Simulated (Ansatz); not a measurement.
Theory: DFT PBE, scalar-relativistic, plane waves, PAW in Ansatz. All cells share a 420 eV cutoff and Γ-centred k meshes spaced at most about 0.3 Å⁻¹ (about 0.25 or finer for metals, 2π included). Spin is collinear.

Temperature and zero-point effects are left out.

Compare these two cells of Mn₃Sn, each relaxed at this level.

A. (parallel moments up to 2.4 μB)

```yaml
crystal:
  lattice:
    - [0.00000, 3.06640, 3.06640]
    - [3.06640, 0.00000, 3.06640]
    - [3.06640, 3.06640, 0.00000]
  atoms:
    - { symbol: Mn, position: [0.75000, 0.75000, 0.75000] }
    - { symbol: Mn, position: [0.25000, 0.25000, 0.25000] }
    - { symbol: Mn, position: [0.50000, 0.50000, 0.50000] }
    - { symbol: Sn, position: [0.00000, 0.00000, 0.00000] }
```

B. (opposed moments near 3.4 μB on the magnetic atoms, averaged by element; signs in the order of the file + + − 0)

```yaml
crystal:
  lattice:
    - [-2.64775, 2.64775, 2.67462]
    - [2.64775, -2.64775, 2.67462]
    - [2.64775, 2.64775, -2.67462]
  atoms:
    - { symbol: Mn, position: [0.50000, 0.00000, 0.50000] }
    - { symbol: Mn, position: [0.00000, 0.50000, 0.50000] }
    - { symbol: Mn, position: [0.50000, 0.50000, 0.00000] }
    - { symbol: Sn, position: [0.00000, 0.00000, 0.00000] }
```

Question: Which form is favoured at zero pressure, and by what margin per atom?

Answer: A is lower, by 0.56 eV/atom. A has the BiF3 (D0_3) type, space group Fm-3m (No. 225), 14.4 Å³/atom and no gap on its mesh; B has space group I4/mmm (No. 139), 18.8 Å³/atom and no gap. Counting all near atoms (those within 1.25 times the shortest distance at each site; a plus sign parts nearer from farther groups), A has Mn 8+6, Sn 8+6 and B has Mn 6, Sn 6. Their magnetic states differ too, which can make part of the margin. The denser one is the lower, and pressure would at first widen the difference. Even the lower one lies +0.27 eV/atom against the reference forms of the elements (uncorrected), so neither is stable at this level. In A, Mn on a site of symmetry -43m is surrounded by 4 Mn at 2.66 Å, 4 Sn at 2.66 Å and 6 Mn at 3.07 Å; Mn on a site of symmetry m-3m is surrounded by 8 Mn at 2.66 Å and 6 Sn at 3.07 Å; Sn has 8 Mn at 2.66 Å and 6 Mn at 3.07 Å. In B, Mn on a site of symmetry mmm is surrounded by 2 Sn at 2.65 Å and 4 Mn at 2.65–2.67 Å; Mn on a site of symmetry 4/mmm has 4 Mn at 2.65 Å and 2 Sn at 2.67 Å; Sn has 6 Mn at 2.65–2.67 Å. Origin: A, reached from a Materials Project cell; B, invented. The lowest form computed is the arrangement of A with opposed, unequal moments (Mn +3.1, Mn -1.1 μB) (Fm-3m), 91 meV/atom below it.

The magnetic state reached may not be the lowest. Cells relaxed within their symmetry can be saddle points. Some types were kept out of the candidates beforehand, so the set may lack a known form.
